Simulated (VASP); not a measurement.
CoO:

```xyz
2
Lattice="0.0000 2.1315 2.1315 2.1315 0.0000 2.1315 2.1315 2.1315 0.0000" Properties=species:S:1:pos:R:3 pbc="T T T"
Co    0.0000    0.0000    0.0000
O     2.1315    2.1315    2.1315
```

```yaml
Program: VASP 6.6.1
Task: relaxation of cell and atoms
Functional: LDA
Potentials_or_basis: VASP PAW LDA potentials, release 64 (Co, O)
Cutoff: 600 eV
k_mesh: 8 × 8 × 8
Occupations: fermi-dirac, width 0.05 eV
Spin: collinear spin, ferromagnetic start
Starting_moments: "[2.0, 0.0] μB"
```

At the start: pressure -20.4 GPa; volume 9.68 Å³/atom.

Q: How do energy, volume and symmetry change on relaxing?

A: Over 4 steps the energy falls by 104.1 meV/atom and the volume is 8.31 Å³/atom (-14.2 %); space group Fm-3m (No. 225, to 0.05 Å); moment 1.79 μB per cell.

The path:
| step | energy change (eV) | largest force (eV/Å) | pressure (GPa) | volume (Å³) |
| --- | --- | --- | --- | --- |
| 1 | 0.0000 | 0.0000 | -20.41 | 19.37 |
| 2 | -0.1950 | 0.0000 | 8.66 | 16.11 |
| 3 | -0.2080 | 0.0000 | -0.76 | 16.68 |
| 4 | -0.2082 | 0.0000 | -0.03 | 16.62 |

Final structure:
```
Co O
1.0
     0.00000    2.02569    2.02569
     2.02569    0.00000    2.02569
     2.02569    2.02569    0.00000
Co O
1 1
Direct
  0.00000 0.00000 0.00000
  0.50000 0.50000 0.50000
```

Caveat: a cell with one magnetic atom can't hold antiferromagnetic order, which such compounds often take.
